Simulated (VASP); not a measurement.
# KBr in VASP: one cell, several levels of theory, part 2 of 2

VASP 6.6.1, plane waves, PAW. Earlier steps stand in the parts before.

## (3) Single point with r2SCAN

File INCAR:

```
ENCUT = 520.000000
SIGMA = 0.010000
EDIFF = 1.00e-07
ALGO = Normal
METAGGA = R2SCAN
PREC = Accurate
IBRION = -1
ISIF = 2
ISMEAR = 0
NBANDS = 15
NELM = 120
NSW = 0
LASPH = .TRUE.
LCHARG = .FALSE.
LWAVE = .FALSE.
LREAL = .FALSE.
```

File KPOINTS:

```
KPOINTS created by Atomic Simulation Environment
0
Gamma
6 6 6
0 0 0
```

File KPOINTS_OPT:

```
special points
6
Reciprocal
0.0000000000 0.0000000000 0.0000000000 1
0.5000000000 0.0000000000 0.5000000000 1
0.6250000000 0.2500000000 0.6250000000 1
0.3750000000 0.3750000000 0.7500000000 1
0.5000000000 0.5000000000 0.5000000000 1
0.5000000000 0.2500000000 0.7500000000 1
```

File POSCAR:

```
K  Br
 1.0000000000000000
     0.0141996657000000    3.3022478341000001    3.3022478341000001
     3.3022478341000001    0.0141996657000000    3.3022478341000001
     3.3164474998000002    3.3164474998000002    0.0000000000000000
 K   Br
   1   1
Cartesian
  0.0000000000000000  0.0000000000000000  0.0000000000000000
  3.3164474998000006  3.3164474998000006  3.3022478341000001
```

Run with:

```
$ mpirun -np 1 vasp_std
```

Printed to the terminal (iteration lines stand in OSZICAR):

```text
POSCAR found type information on POSCAR K Br
 POSCAR found :  2 types and       2 ions
 -----------------------------------------------------------------------------
|                                                                             |
|                                                                             |
|     You enforced a specific xc type in the INCAR file but a different       |
|     I HOPE YOU KNOW WHAT YOU ARE DOING!                                     |
|                                                                             |
 -----------------------------------------------------------------------------

 LDA part: xc-table for (None), standard interpolation
 POSCAR, INCAR and KPOINTS ok, starting setup
 FFT: planning ... GRIDC
 FFT: planning ... GRID_SOFT
 FFT: planning ... GRID
 WAVECAR not read
 entering main loop
 Start KPOINTS_OPT (optional k-point list driver)
k-point batch [1-6\6]
```

OSZICAR:

```text
N       E                     dE             d eps       ncg     rms          rms(c)
DAV:   1     0.796545006192E+02    0.79655E+02   -0.70059E+03  1380   0.955E+02
DAV:   2    -0.205730380697E+02   -0.10023E+03   -0.92142E+02  1746   0.236E+02
DAV:   3    -0.267392019756E+02   -0.61662E+01   -0.61270E+01  1949   0.506E+01
DAV:   4    -0.270154335779E+02   -0.27623E+00   -0.27613E+00  2030   0.927E+00
DAV:   5    -0.270176506341E+02   -0.22171E-02   -0.22170E-02  1969   0.102E+00    0.294E+00
DAV:   6    -0.232611640736E+02    0.37565E+01   -0.10537E+00  2133   0.854E+00    0.169E+00
DAV:   7    -0.232322361362E+02    0.28928E-01   -0.15600E-01  1884   0.233E+00    0.857E-01
DAV:   8    -0.232423845434E+02   -0.10148E-01   -0.90681E-03  1667   0.747E-01    0.424E-01
DAV:   9    -0.232483485411E+02   -0.59640E-02   -0.43068E-03  1464   0.619E-01    0.109E-01
DAV:  10    -0.232484228710E+02   -0.74330E-04   -0.63142E-05  1962   0.615E-02    0.572E-02
DAV:  11    -0.232485661180E+02   -0.14325E-03   -0.12237E-04  1450   0.995E-02    0.863E-03
DAV:  12    -0.232485654368E+02    0.68124E-06   -0.18691E-06  1934   0.951E-03    0.272E-03
DAV:  13    -0.232485655506E+02   -0.11376E-06   -0.34892E-07  1723   0.436E-03    0.117E-03
DAV:  14    -0.232485655449E+02    0.57134E-08   -0.12836E-08  1586   0.103E-03
   1 F= -.23248566E+02 E0= -.23248566E+02  d E =-.311565E-81
       N       E                     dE             ncg
DAV:   1     0.913627031449E+03   -0.29660E+04      180
DAV:   2     0.312370239896E+03   -0.60126E+03      237
DAV:   3     0.279269465244E+03   -0.33101E+02      257
DAV:   4     0.278017695629E+03   -0.12518E+01      263
DAV:   5     0.278005895697E+03   -0.11800E-01      250
DAV:   6     0.278005521316E+03   -0.37438E-03      256
DAV:   7     0.278005519345E+03   -0.19717E-05      250
DAV:   8     0.278005519318E+03   -0.27267E-07      168
```

From OUTCAR:

```text
k-points           NKPTS =     46   k-points in BZ     NKDIM =     46   number of bands    NBANDS=     15

   NELECT =      16.0000    total number of electrons

   dimension x,y,z NGX =    36 NGY =   36 NGZ =   36
   dimension x,y,z NGXF=    72 NGYF=   72 NGZF=   72

  energy-cutoff  :      520.00
  volume of cell :       72.02
      direct lattice vectors                 reciprocal lattice vectors
     0.014199666  3.302247834  3.302247834    -0.152065899  0.152065899  0.151412015
     3.302247834  0.014199666  3.302247834     0.152065899 -0.152065899  0.151412015
     3.316447500  3.316447500  0.000000000     0.150763731  0.150763731 -0.151412015

 k-points in reciprocal lattice and weights: KPOINTS created by Atomic Simulation Env
   0.00000000  0.00000000  0.00000000       0.005
   0.16666667  0.00000000  0.00000000       0.019
   0.33333333  0.00000000  0.00000000       0.019
   0.50000000 -0.00000000  0.00000000       0.009
   0.16666667  0.16666667  0.00000000       0.009
   0.33333333  0.16666667  0.00000000       0.019
   0.50000000  0.16666667  0.00000000       0.019
  -0.33333333  0.16666667  0.00000000       0.019
[... 38 more k-points ...]

 E-fermi :  -2.0137

 k-point     1 :       0.0000    0.0000    0.0000
  band No.  band energies     occupation
      1     -31.0438      2.00000
      2     -14.8822      2.00000
      3     -13.7502      2.00000
      4     -13.7496      2.00000
      5     -13.7491      2.00000
      6      -2.1661      2.00000
      7      -2.1567      2.00000
      8      -2.1468      2.00000
      9       2.9169      0.00000
     10       6.0435      0.00000
     11       6.0794      0.00000
     12       6.1151      0.00000
     13       7.0587      0.00000
     14       7.0591      0.00000
     15       9.8913      0.00000

 k-point     2 :       0.1667    0.0000    0.0000
  band No.  band energies     occupation
      1     -31.0425      2.00000
      2     -14.9296      2.00000
      3     -13.7512      2.00000
      4     -13.7502      2.00000
      5     -13.6834      2.00000
      6      -2.5042      2.00000
      7      -2.2534      2.00000
      8      -2.2408      2.00000
      9       3.5682      0.00000
     10       5.9112      0.00000
     11       6.3842      0.00000
     12       6.4317      0.00000
     13       7.4243      0.00000
     14       7.4287      0.00000
     15      10.8953      0.00000

 k-point     3 :       0.3333    0.0000    0.0000
  band No.  band energies     occupation
      1     -31.0397      2.00000
      2     -15.0121      2.00000
      3     -13.7538      2.00000
      4     -13.7525      2.00000
      5     -13.5618      2.00000
      6      -3.0745      2.00000
      7      -2.4182      2.00000
      8      -2.4058      2.00000
      9       4.6347      0.00000
     10       6.1708      0.00000
     11       7.2986      0.00000
     12       7.3452      0.00000
     13       8.3401      0.00000
     14       8.3582      0.00000
     15      10.2338      0.00000

 k-point     4 :       0.5000   -0.0000    0.0000
  band No.  band energies     occupation
      1     -31.0384      2.00000
      2     -15.0487      2.00000
      3     -13.7551      2.00000
      4     -13.7536      2.00000
      5     -13.5052      2.00000
      6      -3.3173      2.00000
      7      -2.4961      2.00000
      8      -2.4838      2.00000
      9       4.9696      0.00000
     10       6.7216      0.00000
     11       8.3584      0.00000
     12       8.4041      0.00000
     13       8.6120      0.00000
     14       8.6592      0.00000
     15       9.7614      0.00000

 k-point     5 :       0.1667    0.1667    0.0000
  band No.  band energies     occupation
      1     -31.0421      2.00000
      2     -14.9247      2.00000
      3     -13.7587      2.00000
      4     -13.7578      2.00000
      5     -13.6764      2.00000
      6      -2.5950      2.00000
      7      -2.2537      2.00000
      8      -2.2321      2.00000
      9       3.7172      0.00000
     10       5.3910      0.00000
     11       6.7563      0.00000
     12       6.8241      0.00000
     13       7.2685      0.00000
     14       7.7512      0.00000
     15      11.1550      0.00000

 k-point     6 :       0.3333    0.1667    0.0000
  band No.  band energies     occupation
      1     -31.0398      2.00000
      2     -14.9577      2.00000
      3     -13.7633      2.00000
      4     -13.7626      2.00000
      5     -13.6237      2.00000
      6      -2.9347      2.00000
      7      -2.4034      2.00000
      8      -2.3729      2.00000
      9       4.6492      0.00000
     10       5.3022      0.00000
     11       7.5437      0.00000
     12       7.5875      0.00000
     13       7.8681      0.00000
     14       8.3018      0.00000
     15      10.2381      0.00000

 k-point     7 :       0.5000    0.1667    0.0000
  band No.  band energies     occupation
      1     -31.0380      2.00000
      2     -14.9919      2.00000
      3     -13.7714      2.00000
      4     -13.7613      2.00000
      5     -13.5691      2.00000
      6      -3.1644      2.00000
      7      -2.5679      2.00000
      8      -2.4867      2.00000
      9       5.1604      0.00000
     10       6.2794      0.00000
     11       7.9397      0.00000
     12       8.1909      0.00000
     13       8.4880      0.00000
     14       8.6686      0.00000
     15       9.7138      0.00000

 k-point     8 :      -0.3333    0.1667    0.0000
  band No.  band energies     occupation
      1     -31.0384      2.00000
      2     -14.9959      2.00000
      3     -13.7775      2.00000
      4     -13.7538      2.00000
      5     -13.5631      2.00000
      6      -3.1304      2.00000
      7      -2.5313      2.00000
      8      -2.4875      2.00000
      9       5.1878      0.00000
     10       6.1514      0.00000
     11       7.5861      0.00000
     12       7.6696      0.00000
     13       8.2847      0.00000
     14       9.2900      0.00000
     15       9.7964      0.00000

 k-point     9 :      -0.1667    0.1667    0.0000
  band No.  band energies     occupation
      1     -31.0406      2.00000
      2     -14.9666      2.00000
      3     -13.7678      2.00000
      4     -13.7482      2.00000
      5     -13.6182      2.00000
      6      -2.8368      2.00000
      7      -2.3735      2.00000
      8      -2.3494      2.00000
      9       4.3732      0.00000
     10       5.6656      0.00000
     11       6.6952      0.00000
     12       7.2937      0.00000
     13       7.7426      0.00000
     14       8.2131      0.00000
     15      10.5660      0.00000

 k-point    10 :       0.3333    0.3333    0.0000
  band No.  band energies     occupation
      1     -31.0386      2.00000
      2     -14.8805      2.00000
      3     -13.7758      2.00000
      4     -13.7754      2.00000
      5     -13.7128      2.00000
      6      -2.9709      2.00000
      7      -2.3982      2.00000
      8      -2.3729      2.00000
      9       4.5268      0.00000
     10       5.1106      0.00000
     11       7.7558      0.00000
     12       8.1895      0.00000
     13       8.5090      0.00000
     14       8.5571      0.00000
     15       9.5892      0.00000

 k-point    11 :       0.5000    0.3333    0.0000
  band No.  band energies     occupation
      1     -31.0373      2.00000
      2     -14.8601      2.00000
      3     -13.8065      2.00000
      4     -13.7767      2.00000
      5     -13.7120      2.00000
      6      -2.9631      2.00000
      7      -2.5745      2.00000
      8      -2.4675      2.00000
      9       4.6451      0.00000
     10       6.0585      0.00000
     11       7.4694      0.00000
     12       8.2369      0.00000
     13       8.4630      0.00000
     14       9.0817      0.00000
     15       9.6120      0.00000

 k-point    12 :      -0.3333    0.3333    0.0000
  band No.  band energies     occupation
      1     -31.0372      2.00000
      2     -14.9216      2.00000
      3     -13.8114      2.00000
      4     -13.7659      2.00000
      5     -13.6292      2.00000
      6      -2.9386      2.00000
      7      -2.7690      2.00000
      8      -2.5116      2.00000
      9       5.3648      0.00000
     10       6.4506      0.00000
     11       7.2554      0.00000
     12       7.7999      0.00000
     13       8.3672      0.00000
     14       9.1437      0.00000
     15      10.1666      0.00000

[... the tables of k-points 13 to 46 left out ...]

  Total        0.0131982      0.0131982      0.0129333     -0.0202063      0.0000000      0.0000000
  in kB        0.2936126      0.2936126      0.2877197     -0.4495182      0.0000000      0.0000000
  external PRESSURE =       0.2916483 kB  Pullay stress =       0.0000000 kB

 POSITION                                       TOTAL-FORCE (eV/Angst)
 -----------------------------------------------------------------------------------
      0.00000      0.00000      0.00000         0.000000     -0.000000      0.000000
      3.31645      3.31645      3.30225        -0.000000      0.000000      0.000000
 -----------------------------------------------------------------------------------
    total drift:                                0.000000      0.000000      0.000000

  FREE ENERGIE OF THE ION-ELECTRON SYSTEM (eV)
  ---------------------------------------------------
  free  energy   TOTEN  =       -23.2485655449 eV

  energy  without entropy=      -23.2485655449  energy(sigma->0) =      -23.24856554
```

Hardware: 1 MPI rank of Intel Xeon Platinum 8488C, shared host.

The levels at the points of KPOINTS_OPT are read from vasprun.xml.

Levels at the named points, in eV from the top of band v (v: the last filled band by count, c: the next):

```csv
point,v−1,v,c,c+1
Γ,-0.01,0.00,5.06,8.19
X,-0.30,-0.30,6.35,8.01
U,-0.64,-0.34,7.10,8.99
K,-0.65,-0.33,7.10,8.98
L,-0.34,-0.32,7.12,8.84
W,-0.60,-0.54,7.92,7.92
```

Gap with r2SCAN: 5.06 eV, direct (Γ). Pressure: 0.03 GPa; the forces vanish within 0.01 eV/Å.

## (4) Summary

What follows sums up all 2 parts.

```
 level  gap (eV)  pressure (GPa)  Ansatz: gap (eV)  Ansatz: pressure (GPa)
   PBE      4.42            0.72              4.42                    0.68
r2SCAN      5.06            0.03              5.06                    0.03
```

The gap runs from 4.42 eV (PBE) to 5.06 eV (r2SCAN). The pressure is highest with PBE (0.7 GPa) and lowest with r2SCAN (0.0 GPa), which orders the cells that they would relax to. The two programs agree on the gap within 0.01 eV, far less than the spread between functionals. Each program uses its own PAW datasets and cutoff.
